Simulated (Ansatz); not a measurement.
AlN:

```xyz
4
Lattice="3.1130 0.0000 0.0000 -1.5565 2.6959 0.0000 0.0000 0.0000 4.9810" Properties=species:S:1:pos:R:3 pbc="T T T"
Al    1.5565    0.8986    2.4905
Al    0.0000    1.7973    0.0000
N     1.5565    0.8986    4.3833
N     0.0000    1.7973    1.8928
```

Base run:

```yaml
Program: Ansatz 0.2.0
Functional: RPBE
Potentials_or_basis: Ansatz PAW
Cutoff: "420 eV (not typed: the program's choice for these potentials)"
k_mesh: 10 × 10 × 6
Occupations: fermi-dirac, width 0.05 eV
Spin: no spin polarisation
```

Its results: band gap on the k mesh 4.25 eV, direct; pressure 7.4 GPa; largest force 0.138 eV/Å.

The run is repeated on the same cell with these changes: functional from RPBE to PBE. What comes out?

Band gap on the k mesh 4.21 eV, direct; pressure 3.7 GPa; largest force 0.129 eV/Å.

PBE binds more tightly than RPBE, so the same cell stands under less pressure.

Caveats: the PAW data sets come from PBE, with cores solved anew for the run's functional, which leaves a small shift of forces and pressure (some runs).
